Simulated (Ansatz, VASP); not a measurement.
**MgS (Niningerite) in VASP and in Ansatz**

```
S Mg
1.0
     0.00000    2.58419    2.58419
     2.58419    0.00000    2.58419
     2.58419    2.58419    0.00000
S Mg
1 1
Direct
  0.50000 0.50000 0.50000
  0.00000 0.00000 0.00000
```

Change from the starting cell: volume scaled by 0.98.

Alike in both runs: task single point; functional PBEsol; k mesh 9 × 9 × 9; occupations fermi-dirac, width 0.05 eV; no spin polarisation.

```csv
,VASP,Ansatz
version,VASP 6.6.1,Ansatz 0.2.0
potentials or method,"VASP PAW PBE potentials, release 64 (S, Mg)",Ansatz PAW
plane-wave cutoff (eV),520,420
valence electrons in the cell,8,16
```

```csv
,VASP,Ansatz,Ansatz less VASP
gap on the k mesh at the Fermi level (eV),2.88,2.87,-0.004
least direct gap on the mesh (eV),3.75,3.75,0.000
pressure (GPa),0.4,0.6,+0.20
```

The two sets of potentials don't hold the same shells in valence.

Caveats: the PAW data sets were made with another functional, which shifts forces and pressure a little (VASP); an odd mesh through Γ misses points on the zone boundary, where band edges often lie (VASP); odd divisions of the mesh miss points on the zone boundary, where band edges often lie, so the gap on the mesh can be too wide (Ansatz); the PAW data sets come from PBE, with cores solved anew for the run's functional, which leaves a small shift of forces and pressure (Ansatz).
